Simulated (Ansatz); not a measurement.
## CdS under changes of volume

One of the cells (45.635 Å³/atom); the others are scaled copies at fixed shape and fractional positions:

```xyz
2
Lattice="4.2612 0.0000 0.0000 -2.1306 3.6903 0.0000 0.0000 0.0000 5.8042" Properties=species:S:1:pos:R:3 pbc="T T T"
Cd    0.0000    0.0000    2.5695
S     2.1306    1.2301    2.5208
```

Measurements of this composition are mostly on another form, of space group No. 186.

```yaml
Program: Ansatz 0.2.0
Functional: PBEsol
Potentials_or_basis: all-electron LAPW, scalar-relativistic
Cutoff: 262 eV (chosen from the basis error)
Basis_error_allowed: 0.001 eV/atom
k_mesh: 7 × 7 × 5
Occupations: fermi-dirac, width 0.05 eV
Spin: no spin polarisation
```

```tsv
volume (Å³/atom)	energy over the lowest point (meV/atom)	pressure (GPa)	gap on the mesh (eV)	largest force (eV/Å)
42.897	0.00	0.3	1.52	0.001
43.810	0.18	-0.4	1.49	0.007
44.722	3.94	-0.9	1.45	0.012
45.635	10.87	-1.5	1.42	0.017
46.548	20.62	-1.9	1.38	0.021
47.460	32.88	-2.4	1.32	0.025
48.373	?	?	?	?
```

Q: What does the run at 48.373 Å³/atom give?

A: Energy over the lowest point 47.38 meV/atom; pressure -2.7 GPa; gap on the mesh 1.24 eV; largest force 0.029 eV/Å.

Worked out: A Birch-Murnaghan fit of order 3 (a polynomial in V^(-2/3)) to the other rows has its minimum at 43.30 Å³/atom with B0 = V·E''(V) = 32 GPa and B' = 4.6 at fixed shape and positions, which overstates the stiffness. It gives 47.38 meV/atom at 48.373 Å³/atom, against the run's 47.38, and -dE/dV = -2.7 GPa, against -2.7. A parabola through the other rows of the gap, of slope -2.95 eV per unit of ln V there, extrapolates to 1.27 eV, against the run's 1.24.

Energies are extrapolated to zero smearing.

Caveats: an odd mesh through Γ misses points on the zone boundary, where band edges often lie. Spin-orbit coupling on Cd is left out.
